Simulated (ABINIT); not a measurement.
Input of an ABINIT 10.8.3 (patched build) run:

File run.abi:

```
pp_dirpath "./"
pseudos "30_Zn_20_1.9_2.3_pbe_n_v1.0.psp8, 16_S_6_1.8_1.9_pbe_n_v1.0.psp8"

acell 3*1.0
rprim
     0.0000000000     5.1060399887     5.1060399887
     5.1060399887     0.0000000000     5.1060399887
     5.1060399887     5.1060399887     0.0000000000
ntypat 2
znucl 30 16
natom 2
typat 1 2
xred
     0.7500000000     0.7500000000     0.7500000000
     0.0000000000     0.0000000000     0.0000000000

ecut 30.0

kptopt 1
ngkpt 6 6 6
nshiftk 1
shiftk 0.0 0.0 0.0

ixc 41
hyb_mixing 0.1669
fockdownsampling 2 2 2

nband 15
occopt 1

nstep 60
diemac 6.0
toldfe 1.0e-7

iomode 3
prtwf 0
prtden 0
prteig 0
prtebands 0
enunit 1
```

Potentials or basis: SPMS NC PBE v1.0.

Launch:

```sh
$ mpirun --bind-to none -np 4 abinit run.abi > log 2>&1
```

Problem. Estimate the band gap on the k mesh.

Solution. 3.42 eV, direct.

Caveat: exact exchange is summed on a coarse mesh, which widens gaps by tenths of an eV.

**Experimental background.**

“Electronic, vibrational, and thermodynamic properties of ZnS (zincblende and rocksalt structure)”, 2009, arxiv:0911.5022 quotes, for a bulk crystal of ZnS at 19 K: band gap 3.85 eV (direct).

Against the measured gap of ZnS, 3.85 eV (direct; 19 K; quoted in “Electronic, vibrational, and thermodynamic properties of ZnS (zincblende and rocksalt structure)”, 2009, arxiv:0911.5022), the calculated 3.42 eV is off by -0.43 eV. The value is that of PBE-EpsX, without temperature or zero-point motion.
